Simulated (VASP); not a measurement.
# CaSe (Fm-3m) in VASP: notebook, part 2 of 2

VASP 6.6.1. The steps go on from the part before.

### 5 Single point, PBE

Contents of INCAR:

```
SYSTEM = CaSe
ALGO = Normal
EDIFF = 1E-6
ENCUT = 520
GGA = PE
ISIF = 2
ISMEAR = 0
LASPH = .TRUE.
LCHARG = .TRUE.
LELF = .TRUE.
LREAL = .FALSE.
LVHAR = .TRUE.
LWAVE = .FALSE.
NBANDS = 15
NELM = 60
PREC = Accurate
SIGMA = 0.01
```

Contents of KPOINTS:

```
k-points
0
G
  6 6 6
  0 0 0
```

Contents of POSCAR:

```
CaSe
1.0
    0.0000000000      2.9675306017      2.9675306017
    2.9675306017      0.0000000000      2.9675306017
    2.9675306017      2.9675306017      0.0000000000
Ca Se
1 1
Direct
    0.0000000000      0.0000000000      0.0000000000
    0.5000000000      0.5000000000      0.5000000000
```

Potentials or basis: VASP PAW PBE potentials, release 64 (Ca_sv, Se).

The run is started by

```
> cat potpaw_PBE.64/Ca_sv/POTCAR potpaw_PBE.64/Se/POTCAR > POTCAR
> mpirun -np 1 vasp_std > vasp.out
```

OUTCAR:

```text
SYSTEM = CaSe
   EDIFF = 1E-6
   ENCUT = 520
   GGA = PE
   ISIF = 2
   ISMEAR = 0
   LASPH = .TRUE.
   LREAL = .FALSE.
   NELM = 60
   PREC = Accurate

 ion  position               nearest neighbor table
   1  0.000  0.000  0.000-   2 2.97   2 2.97   2 2.97   2 2.97   2 2.97   2 2.97
   2  0.500  0.500  0.500-   1 2.97   1 2.97   1 2.97   1 2.97   1 2.97   1 2.97

  LATTYP: Found a face centered cubic cell.
 ALAT       =     5.9350612034

  Lattice vectors:

[... 465 lines left out ...]

  FORCE on cell =-STRESS in cart. coord.  units (eV):
  Direction    XX          YY          ZZ          XY          YZ          ZX
  --------------------------------------------------------------------------------------
  -------------------------------------------------------------------------------------
  Total        0.2437910      0.2437910      0.2437910      0.0000000      0.0000000      0.0000000
  in kB        7.4733034      7.4733034      7.4733034      0.0000000      0.0000000      0.0000000
  external PRESSURE =       7.4733034 kB  Pullay stress =       0.0000000 kB

 VOLUME and BASIS-vectors are now :
 -----------------------------------------------------------------------------
  energy-cutoff  :      520.00
  volume of cell :       52.27
      direct lattice vectors                 reciprocal lattice vectors
     0.000000000  2.967530602  2.967530602    -0.168490259  0.168490259  0.168490259
     2.967530602  0.000000000  2.967530602     0.168490259 -0.168490259  0.168490259
     2.967530602  2.967530602  0.000000000     0.168490259  0.168490259 -0.168490259

 POSITION                                       TOTAL-FORCE (eV/Angst)
 -----------------------------------------------------------------------------------
      0.00000      0.00000      0.00000         0.000000     -0.000000     -0.000000
      2.96753      2.96753      2.96753        -0.000000      0.000000      0.000000
 -----------------------------------------------------------------------------------
    total drift:                                0.000000     -0.000000     -0.000000

  FREE ENERGIE OF THE ION-ELECTRON SYSTEM (eV)
  ---------------------------------------------------
  free  energy   TOTEN  =        -9.4831835728 eV

  energy  without entropy=       -9.4831835728  energy(sigma->0) =       -9.48318357
```

Wall time 16 s (1 thread of AMD EPYC 7R43 (Zen 3), shared host); peak memory 0.13 GiB.

What came out:

* Free energy: -9.4832 eV
* Pressure: 0.7 GPa
* Band gap on the k mesh: 2.05 eV, indirect (least direct gap 2.97 eV)

### 6 Single point, r2SCAN

POSCAR is that of step 5.

Contents of INCAR.step1:

```
SYSTEM = CaSe
PREC     = Accurate       ! precision mode
ENCUT    = 520            ! plane-wave cutoff, eV
ISMEAR   = 0              ! smearing method
SIGMA    = 0.01           ! smearing width, eV
LREAL    = .FALSE.        ! projectors in reciprocal space
LASPH    = .TRUE.         ! aspherical terms in the spheres
NELM     = 80             ! most SCF steps
NBANDS   = 15             ! bands
GGA      = PE             ! functional
ALGO     = Normal         ! electronic algorithm
EDIFF    = 1E-4           ! SCF threshold, eV
LWAVE    = .TRUE.         ! write WAVECAR
LCHARG   = .FALSE.        ! write CHGCAR
```

Contents of INCAR.step2:

```
SYSTEM = CaSe
PREC     = Accurate       ! precision mode
ENCUT    = 520            ! plane-wave cutoff, eV
EDIFF    = 1E-6           ! SCF threshold, eV
ISMEAR   = 0              ! smearing method
SIGMA    = 0.01           ! smearing width, eV
LREAL    = .FALSE.        ! projectors in reciprocal space
LASPH    = .TRUE.         ! aspherical terms in the spheres
NELM     = 80             ! most SCF steps
ALGO     = Normal         ! electronic algorithm
ISIF     = 2              ! what is computed and relaxed
LWAVE    = .FALSE.        ! write WAVECAR
LCHARG   = .FALSE.        ! write CHGCAR
METAGGA  = R2SCAN         ! meta-GGA
LMIXTAU  = .TRUE.       
NBANDS   = 15             ! bands
ISTART   = 1
```

Contents of KPOINTS:

```
regular mesh
0
G
  6 6 6
  0 0 0
```

Potentials or basis: VASP PAW PBE potentials, release 64 (Ca_sv, Se).

The run is started by

```
> cat potpaw_PBE.64/Ca_sv/POTCAR potpaw_PBE.64/Se/POTCAR > POTCAR
> cp INCAR.step1 INCAR
> mpirun -np 1 vasp_std > vasp.out
> cp INCAR.step2 INCAR
> mpirun -np 1 vasp_std > vasp.out
```

It took 68 s on 1 thread of AMD EPYC 7R43 (Zen 3), shared host; peak memory 0.15 GiB.

It converged, with:

| Property | Result |
| --- | --- |
| Free energy | -25.9785 eV |
| Pressure | 0.2 GPa |
| Band gap on the k mesh | 2.52 eV, indirect (least direct gap 3.46 eV) |

Levels at points of the mesh, in eV from the valence-band top:
```csv
k point,band 6,band 7,band 8,band 9,band 10,band 11
"(0.00, 0.00, 0.00)",0.00,0.00,0.00,4.08,4.23,4.23
"(0.50, 0.00, 0.00)",-3.24,-1.17,-1.17,5.10,6.07,6.09
"(0.50, 0.50, 0.00)",-2.52,-0.94,-0.94,2.52,5.60,5.76
```

Caveat: the PAW data sets were made with another functional, which shifts forces and pressure a little.

### 7 Overview

```csv
level,potentials or basis,k mesh,gap on the mesh (eV),pressure (GPa)
LDA,"VASP PAW LDA potentials, release 64 (Ca_sv, Se)",4 × 4 × 4,1.87,-3.3
PBE,"VASP PAW PBE potentials, release 64 (Ca_sv, Se)",6 × 6 × 6,2.05,0.7
LDA,"VASP PAW LDA potentials, release 64 (Ca_sv, Se)",6 × 6 × 6,1.89,-3.4
r2SCAN,"VASP PAW PBE potentials, release 64 (Ca_sv, Se)",6 × 6 × 6,2.52,0.2
```

Alike in all rows: task single point; no spin polarisation; cell as given; cutoff (eV) 520; smearing gaussian 0.01 eV.

Caveats: some runs use coarse meshes; the PAW data sets were made with another functional, which shifts forces and pressure a little (some runs).

Total energies depend on the potentials used, so only differences within one code and one set of settings carry meaning.

### 8 Against experiment

Step 3. Measured gap of CaSe: 3.85 eV (indirect; 2 K; a printed reference work, monograph, original work of 1988). This calculation gives 2.05 eV (-1.80 eV). Spin-orbit coupling on Se is left out. The value is that of PBE on a finite k mesh, which can miss the band edges, without temperature or zero-point motion. Semilocal functionals fall short of measured gaps as a rule.

Step 5. Against the measured gap of CaSe, 3.85 eV (indirect; 2 K; a printed reference work, monograph, original work of 1988), the calculated 2.05 eV is off by -1.80 eV. Spin-orbit coupling on Se is left out. The value is that of PBE on a finite k mesh, which can miss the band edges, without temperature or zero-point motion. Semilocal functionals fall short of measured gaps as a rule.

Step 6. A measured gap of CaSe is 3.85 eV (indirect; 2 K; a printed reference work, monograph, original work of 1988); the calculated 2.52 eV misses it by -1.33 eV. Spin-orbit coupling on Se is left out. The value is that of r2SCAN on a finite k mesh, which can miss the band edges, without temperature or zero-point motion.
